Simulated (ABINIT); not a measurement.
Crystal: SnSe2.

```
Sn Se
1.0
     3.81100    0.00000    0.00000
    -1.90550    3.30042    0.00000
     0.00000    0.00000    6.13600
Sn Se
1 2
Direct
  0.00000 0.00000 0.00000
  0.66667 0.33333 0.75100
  0.33333 0.66667 0.24900
```

* Program: ABINIT 10.8.3 (patched build)
* Task: relaxation of cell and atoms
* Functional: PBE
* Dispersion: D3(BJ)
* Potentials or basis: JTH PAW PBE v2.0
* Cutoff: 599 eV
* k mesh: 5 × 5 × 3
* Occupations: fermi-dirac, width 0.05 eV
* Spin: no spin polarisation

At the start: pressure 3.3 GPa; volume 25.73 Å³/atom.

Task: Where does the relaxation end?

Result: Over 12 steps the energy falls by 19.2 meV/atom and the volume is 25.88 Å³/atom (+0.6 %); space group P-3m1 (No. 164, to 0.05 Å).

Step by step:
```tsv
step	energy change (eV)	largest force (eV/Å)	pressure (GPa)	volume (Å³)
1	0.0000	0.7574	3.34	77.18
2	-0.0251	0.5581	2.32	77.77
3	-0.0541	0.0718	-0.07	79.30
4	-0.0543	0.0399	-0.21	79.36
5	-0.0545	0.0208	-0.27	79.34
6	-0.0550	0.0163	-0.33	79.14
7	-0.0558	0.0468	-0.29	78.70
8	-0.0563	0.0484	-0.10	78.17
9	-0.0566	0.0246	0.09	77.87
10	-0.0570	0.0010	0.20	77.76
11	-0.0570	0.0215	0.25	77.71
12	-0.0576	0.0356	0.24	77.64
```

Final structure:
```cif
data_structure
_symmetry_space_group_name_H-M 'P 1'
_symmetry_Int_Tables_number 1
_cell_length_a 3.8376
_cell_length_b 3.8376
_cell_length_c 6.0876
_cell_angle_alpha 90.000
_cell_angle_beta 90.000
_cell_angle_gamma 120.000
_cell_volume 77.64
loop_
_atom_site_label
_atom_site_type_symbol
_atom_site_fract_x
_atom_site_fract_y
_atom_site_fract_z
_atom_site_occupancy
Sn1 Sn 0.00000 0.00000 0.00000 1
Se1 Se 0.66667 0.33333 0.73943 1
Se2 Se 0.33333 0.66667 0.26057 1
```

Caveat: the log and the count of SCF iterations are those of the last ABINIT call alone.
